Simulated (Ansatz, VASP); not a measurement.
## One calculation of MgS, two programs

Contents of POSCAR:

```
MgS
1.0
    0.0000000000      2.8874943781      2.8874943781
    2.8874943781      0.0000000000      2.8874943781
    2.8874943781      2.8874943781      0.0000000000
Mg S
1 1
Direct
    0.0000000000      0.0000000000      0.0000000000
    0.2500000000      0.2500000000      0.2500000000
```

The input INCAR.step1:

```
ALGO     = Normal         # electronic algorithm
EDIFF    = 1E-4           # SCF threshold, eV
ENCUT    = 520            # plane-wave cutoff, eV
GGA      = PE             # functional
ISMEAR   = 0              # smearing method
LASPH    = True           # aspherical terms in the spheres
LCHARG   = False          # write CHGCAR
LREAL    = False          # projectors in reciprocal space
LWAVE    = True           # write WAVECAR
NBANDS   = 11             # bands
NELM     = 80             # most SCF steps
PREC     = Accurate       # precision mode
SIGMA    = 0.01           # smearing width, eV
```

File INCAR.step2:

```
ALGO     = Normal         # electronic algorithm
EDIFF    = 1E-6           # SCF threshold, eV
ENCUT    = 520            # plane-wave cutoff, eV
ISIF     = 2              # what is computed and relaxed
ISMEAR   = 0              # smearing method
ISTART   = 1            
LASPH    = True           # aspherical terms in the spheres
LCHARG   = False          # write CHGCAR
LMIXTAU  = True         
LREAL    = False          # projectors in reciprocal space
LWAVE    = False          # write WAVECAR
METAGGA  = R2SCAN         # meta-GGA
NBANDS   = 11             # bands
NELM     = 80             # most SCF steps
PREC     = Accurate       # precision mode
SIGMA    = 0.01           # smearing width, eV
```

KPOINTS

```
k-points
0
Gamma
  8 8 8
```

Input for Ansatz:

```yaml
crystal:
  lattice:
    - [0.0, 2.8874943781, 2.8874943781]
    - [2.8874943781, 0.0, 2.8874943781]
    - [2.8874943781, 2.8874943781, 0.0]
  atoms:
    - { symbol: Mg, position: [0.0, 0.0, 0.0] }
    - { symbol: S, position: [0.25, 0.25, 0.25] }
kpoints:
  mp_grid: { grid: [8, 8, 8] }
  band_path:
    path:
      - [0.0, 0.0, 0.0]
      - [-0.5, -0.5, 0.0]
      - [-0.375, -0.375, 0.25]
      - [-0.375, 0.0, 0.375]
      - [0.0, 0.0, 0.5]
      - [-0.5, -0.25, 0.25]
    npoints: 1
hamiltonian:
  xc: r2scan
scf:
  occupations: { method: fixed }
  n_extra_bands: 4
output:
  forces: true
  stress: true
  eigenvalues: true
  write_density: true
  write_potential: true
  elf: true
  volumetric_format: npy
```

Change from the starting cell: hydrostatic strain +2.0%.

Alike in both runs: task single point; functional r2SCAN; k mesh 8 × 8 × 8; no spin polarisation.

|  | VASP | Ansatz |
| --- | --- | --- |
| version | VASP 6.6.1 | Ansatz 0.2.0 |
| potentials or method | VASP PAW PBE potentials, release 64 (Mg, S) | plane waves, PAW |
| plane-wave cutoff (eV) | 520 | 500 |
| occupations | gaussian, width 0.01 eV | fixed |
| valence electrons in the cell | 8 | 16 |

VASP gave:

* gap on the k mesh at the Fermi level (eV): 3.82
* pressure (GPa): -3.4

**Question.** What did Ansatz give for the same quantities?

**Answer.** gap on the k mesh at the Fermi level (eV): 3.83; pressure (GPa): -3.2.

The two sets of potentials don't hold the same shells in valence.

Caveats: the PAW data sets were made with another functional, which shifts forces and pressure a little (VASP).
